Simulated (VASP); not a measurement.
# Tl (P6_3/mmc) in VASP: further runs, part 2 of 2

VASP 6.6.1. The steps go on from the part before.

**3. Relaxation of cell and atoms, PBE**

This run uses another cell than the first one, of 28.68 Å³/atom, 0.909 times its volume.

File INCAR:

```
SYSTEM = Tl
PREC = Accurate
ENCUT = 600
EDIFF = 1E-6
ISMEAR = 0
SIGMA = 0.05
LREAL = .FALSE.
LASPH = .TRUE.
NELM = 100
ALGO = Fast
ISIF = 3
LWAVE = .FALSE.
LCHARG = .FALSE.
GGA = PE
IBRION = 2
NSW = 80
EDIFFG = -0.01
```

File KPOINTS:

```
Automatic mesh
0
G
  14 14 8
  0 0 0
```

File POSCAR:

```
Tl
1.0
    3.4600000000      0.0000000000      0.0000000000
   -1.7300000000      2.9964478971      0.0000000000
    0.0000000000      0.0000000000      5.5325400000
Tl
2
Direct
    0.3333333333      0.6666666667      0.7500000000
    0.6666666667      0.3333333333      0.2500000000
```

Potentials or basis: VASP PAW PBE potentials, release 64 (Tl_d).

Run with:

```
$ cat potpaw_PBE.64/Tl_d/POTCAR > POTCAR
$ mpirun -np 1 vasp_std > vasp.out
```

OUTCAR:

```text
SYSTEM = Tl
   PREC = Accurate
   ENCUT = 600
   EDIFF = 1E-6
   ISMEAR = 0
   LREAL = .FALSE.
   LASPH = .TRUE.
   NELM = 100
   ISIF = 3
   GGA = PE
   IBRION = 2
   NSW = 80
   EDIFFG = -0.01

 ion  position               nearest neighbor table
   1  0.333  0.667  0.750-   2 3.41   2 3.41   2 3.41   2 3.41   2 3.41   2 3.41
   2  0.667  0.333  0.250-   1 3.41   1 3.41   1 3.41   1 3.41   1 3.41   1 3.41

  LATTYP: Found a hexagonal cell.
 ALAT       =     3.4600000000
 C/A-ratio  =     1.5990000000

  Lattice vectors:

 A1 = (   3.4600000000,   0.0000000000,   0.0000000000)
 A2 = (  -1.7300000000,   2.9964478971,   0.0000000000)
 A3 = (   0.0000000000,   0.0000000000,   5.5325400000)

Analysis of symmetry for initial positions (statically):
=====================================================================
 Subroutine PRICEL returns:
 Original cell was already a primitive cell.

 Routine SETGRP: Setting up the symmetry group for a
 hexagonal supercell.

 Subroutine GETGRP returns: Found 24 space group operations
 (whereof 12 operations were pure point group operations)
 out of a pool of 24 trial point group operations.

The static configuration has the point symmetry D_3d.
 The point group associated with its full space group is D_6h.

Analysis of symmetry for dynamics (positions and initial velocities):
=====================================================================
 Subroutine PRICEL returns:
 Original cell was already a primitive cell.

 Routine SETGRP: Setting up the symmetry group for a
 hexagonal supercell.

 Subroutine GETGRP returns: Found 24 space group operations
 (whereof 12 operations were pure point group operations)
 out of a pool of 24 trial point group operations.

The dynamic configuration has the point symmetry D_3d.
 The point group associated with its full space group is D_6h.

 Subroutine INISYM returns: Found 24 space group operations
 (whereof 12 operations are pure point group operations),
 and found     1 'primitive' translations

----------------------------------------------------------------------------------------

                                     Primitive cell

  volume of cell :      57.3598
[... 112 lines left out ...]
  Thomas-Fermi vector in A             =   2.391217
   LORBIT       =      0    0 simple, 1 ext, 2 COOP (PROOUT), +10 PAW based schemes
   GGA     = PE    functional components
   LHFCALC =     F    Hartree Fock is set to
   AEXX    =    0.0000 exact exchange contribution
   IVDW    =     0    specifies the selected vdW correction
   LEPSILON=     F    determine dielectric tensor
   LRPA    =     F    only Hartree local field effects (RPA)
 conjugate gradient relaxation of ions
 non-spin polarized calculation
 RMM-DIIS sequential band-by-band and
 Gauss-broadening in eV      SIGMA  =   0.05
  energy-cutoff  :      600.00
  volume of cell :       57.36
 maximum number of plane-waves:      1924
 NGX is ok and might be reduce to    28
   NGX = 13   NGY = 13   NGZ = 23

--------------------------------------- Ionic step        1  -------------------------------------------

 number of electron      25.9999998 magnetization

 Free energy of the ion-electron system (eV)
  ---------------------------------------------------
  ext. energy  EPLUGINS =         0.00000000
  ---------------------------------------------------
  free energy    TOTEN  =        -4.39805158 eV

  energy without entropy =       -4.39639120  energy(sigma->0) =       -4.39722139

 E-fermi :   6.6041     XC(G=0): -10.1766

 val. band max:        6.5909065881   @ k =   0.4286   0.0000   0.2500
 cond. band min:       6.6131678141   @ k =   0.2857   0.1429   0.5000
 fundamental gap:      0.0222612260
 Fermi energy:         6.6041035280

 k-point     1 :       0.0000    0.0000    0.0000
  band No.  band energies     occupation
      1      -5.2610      2.00000
      2      -5.0366      2.00000
      3      -5.0135      2.00000
      4      -5.0135      2.00000
      5      -4.9607      2.00000
      6      -4.9607      2.00000
[... 572 lines left out ...]
  FREE ENERGIE OF THE ION-ELECTRON SYSTEM (eV)
  ---------------------------------------------------
  free  energy   TOTEN  =        -4.4442648312 eV

  energy  without entropy=       -4.4423704308  energy(sigma->0) =       -4.44331763

[... ionic steps 4 to 20 ...]

--------------------------------------- Ionic step       21  -------------------------------------------

 number of electron      26.0000001 magnetization

------------------------ aborting loop because EDIFF is reached ----------------------------------------
[... 67 lines left out ...]
--------------------------------------- Ionic step       23  -------------------------------------------

 number of electron      26.0000001 magnetization

 Free energy of the ion-electron system (eV)
  ---------------------------------------------------
  ext. energy  EPLUGINS =         0.00000000
  ---------------------------------------------------
  free energy    TOTEN  =        -4.44697579 eV

  energy without entropy =       -4.44601275  energy(sigma->0) =       -4.44649427

 E-fermi :   5.6349     XC(G=0):  -9.7100

 val. band max:        5.6101701032   @ k =   0.2857   0.0000   0.2500
 cond. band min:       5.6529418160   @ k =   0.0000   0.0000   0.2500
 fundamental gap:      0.0427717128
 Fermi energy:         5.6349005947

 k-point     1 :       0.0000    0.0000    0.0000
  band No.  band energies     occupation
      1      -6.0262      2.00000
      2      -5.8460      2.00000
      3      -5.8460      2.00000
      4      -5.8226      2.00000
      5      -5.8226      2.00000
      6      -5.8203      2.00000
[... 500 lines left out ...]
  FREE ENERGIE OF THE ION-ELECTRON SYSTEM (eV)
  ---------------------------------------------------
  free  energy   TOTEN  =        -4.4469757881 eV

  energy  without entropy=       -4.4460127454  energy(sigma->0) =       -4.44649427

 reached required accuracy - stopping structural energy minimisation
```

OSZICAR:

```text
N       E                     dE             d eps       ncg     rms          rms(c)
DAV:   1     0.139686568499E+03    0.13969E+03   -0.15637E+04  4088   0.162E+03
DAV:   2    -0.198051569458E+01   -0.14167E+03   -0.14000E+03  4259   0.319E+02
DAV:   3    -0.443573735359E+01   -0.24552E+01   -0.24409E+01  4946   0.365E+01
[... 193 lines left out ...]
RMM:   2    -0.444718014103E+01    0.12760E-02   -0.26327E-03  4080   0.395E-01    0.736E-02
RMM:   3    -0.444698864340E+01    0.19150E-03   -0.71583E-04  4080   0.230E-01    0.551E-02
RMM:   4    -0.444697537786E+01    0.13266E-04   -0.65781E-05  4080   0.662E-02    0.990E-03
RMM:   5    -0.444697550672E+01   -0.12886E-06   -0.31558E-05  4081   0.469E-02    0.684E-03
RMM:   6    -0.444697578815E+01   -0.28143E-06   -0.52553E-06  2790   0.175E-02
  23 F= -.44469758E+01 E0= -.44464943E+01  d E =-.223689E-03
```

It took 14 min on 1 thread of Intel Xeon Platinum 8488C (Sapphire Rapids), shared host; peak memory 0.28 GiB.

Results:

- Free energy: -4.4470 eV
- Relaxed volume: 31.51 Å³/atom
- Relaxed cell: a = 3.641 Å, b = 3.641 Å, c = 5.488 Å, α = 90.00°, β = 90.00°, γ = 120.00°
- Space group after relaxing (to 0.05 Å): P6_3/mmc (No. 194)
- Energy gained by relaxing: 24.5 meV/atom
- Ionic steps: 23
- Pressure after relaxing: 0.0 GPa
- Band gap on the k mesh: none (metal or under the smearing width)

The path:
```csv
step,energy change (eV),largest force (eV/Å),pressure (GPa),volume (Å³)
1,0.0000,0.0000,3.02,57.36
2,-0.0454,0.0000,0.31,61.97
3,-0.0462,0.0000,0.06,62.67
4,-0.0462,0.0000,-0.08,62.86
5,-0.0466,0.0000,0.01,62.70
6,-0.0468,0.0000,0.26,62.23
7,-0.0469,0.0000,0.17,62.41
8,-0.0472,0.0000,0.13,62.54
9,-0.0474,0.0000,0.04,62.75
10,-0.0479,0.0000,-0.11,63.15
11,-0.0477,0.0000,-0.40,63.95
12,-0.0481,0.0000,-0.26,63.54
13,-0.0482,0.0000,-0.22,63.40
14,-0.0483,0.0000,-0.20,63.41
15,-0.0483,0.0000,-0.20,63.41
16,-0.0485,0.0000,-0.19,63.41
17,-0.0487,0.0000,-0.16,63.41
18,-0.0487,0.0000,-0.17,63.41
19,-0.0487,0.0000,-0.17,63.41
20,-0.0488,0.0000,-0.10,63.25
21,-0.0489,0.0000,-0.05,63.13
22,-0.0489,0.0000,0.05,62.89
23,-0.0489,0.0000,-0.03,63.02
```

Final structure:
```cif
data_structure
_symmetry_space_group_name_H-M 'P 1'
_symmetry_Int_Tables_number 1
_cell_length_a 3.6414
_cell_length_b 3.6414
_cell_length_c 5.4880
_cell_angle_alpha 90.000
_cell_angle_beta 90.000
_cell_angle_gamma 120.000
_cell_volume 63.02
loop_
_atom_site_label
_atom_site_type_symbol
_atom_site_fract_x
_atom_site_fract_y
_atom_site_fract_z
_atom_site_occupancy
Tl1 Tl 0.33333 0.66667 0.75000 1
Tl2 Tl 0.66667 0.33333 0.25000 1
```

The run has no spin-orbit coupling, so splittings on Tl are missing.
